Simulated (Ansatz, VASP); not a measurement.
## One calculation of I, two programs

File INCAR:

```
SYSTEM = I
PREC = Accurate
ENCUT = 520
EDIFF = 1E-6
ISMEAR = 0
SIGMA = 0.1
LREAL = .False.
LASPH = .True.
NELM = 100
ALGO = Normal
ISIF = 2
LWAVE = .False.
LCHARG = .False.
GGA = PE
NBANDS = 10
```

Contents of KPOINTS:

```
Automatic mesh
0
Gamma
  4 4 6
  0 0 0
```

Contents of POSCAR:

```
I
1.0
    2.5383465792     -3.7066249365      0.0000000000
    2.5383465792      3.7066249365      0.0000000000
   -1.6208748370      0.0000000000      2.3810977968
I
1
Direct
    0.5000000000      0.5000000000      0.5000000000
```

Input for Ansatz:

```yaml
crystal:
  lattice:
    - [2.5383465792, -3.7066249365, 0.0]
    - [2.5383465792, 3.7066249365, 0.0]
    - [-1.620874837, 0.0, 2.3810977968]
  atoms:
    - { symbol: I, position: [0.5, 0.5, 0.5] }
basis:
  ecutwfc: 420
  ecutrho_ratio: 12
kpoints:
  mp_grid: { grid: [4, 4, 6] }
hamiltonian:
  xc: pbe
scf:
  occupations: { method: gaussian, width: 0.1 }
output:
  forces: true
  stress: true
  eigenvalues: true
```

Alike in both runs: task single point; functional PBE; k mesh 4 × 4 × 6; occupations gaussian, width 0.1 eV; no spin polarisation.

|  | VASP | Ansatz |
| --- | --- | --- |
| version | VASP 6.6.1 | Ansatz 0.2.0 |
| potentials or method | VASP PAW PBE potentials, release 64 (I) | scalar-relativistic, plane waves, PAW |
| plane-wave cutoff (eV) | 520 | 420 |
| valence electrons in the cell | 7 | 17 |

Ansatz gave:

```
gap on the k mesh at the Fermi level (eV)       : none
pressure (GPa)                                  : 1.0
largest component of the traceless stress (GPa) : 0.27
```

**Question.** What did VASP give for the same quantities?

**Answer.** gap on the k mesh at the Fermi level (eV): none; pressure (GPa): 0.9; largest component of the traceless stress (GPa): 0.25.

A gap of «none» marks a metal or a gap that the smearing closes. The functional is the same, so the differences come from potentials, cutoffs and numerics. The two sets of potentials don't hold the same shells in valence.

Caveats: the k mesh is coarse (spacing up to 0.44 Å⁻¹), so the values aren't converged; an odd number of electrons without spin polarisation forces a metal; a magnetic or distorted state may lie lower. Spin-orbit coupling is left out, which matters for the levels of I.
